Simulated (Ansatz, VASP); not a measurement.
**As in VASP and in Ansatz**

```xyz
1
Lattice="2.1354 0.0000 0.0000 0.0000 2.1354 0.0000 0.0000 0.0000 2.1354" Properties=species:S:1:pos:R:3 pbc="T T T"
As    0.0000    0.0000    0.0000
```

Change from the starting cell: volume scaled by 0.5, LAPW.

Alike in both runs: task single point; functional PBEsol; k mesh 14 × 14 × 14; occupations fermi-dirac, width 0.05 eV; no spin polarisation.

```csv
,VASP,Ansatz
version,VASP 6.6.1,Ansatz 0.2.0
potentials or method,"VASP PAW PBE potentials, release 64 (As), cutoff 520 eV","all-electron LAPW, scalar-relativistic"
```

|  | VASP | Ansatz | Ansatz less VASP |
| --- | --- | --- | --- |
| pressure (GPa) | 292.5 | 278.8 | -13.67 |

Ansatz ran all-electron here, so the differences hold the error of VASP's frozen core and of both bases.

Caveats: the cell as given lies far from equilibrium; so large a pressure means that the cell lies far from this level's equilibrium, or that cutoff or potentials fall short (VASP); the potentials were made for another functional, which shifts forces and pressure (VASP).
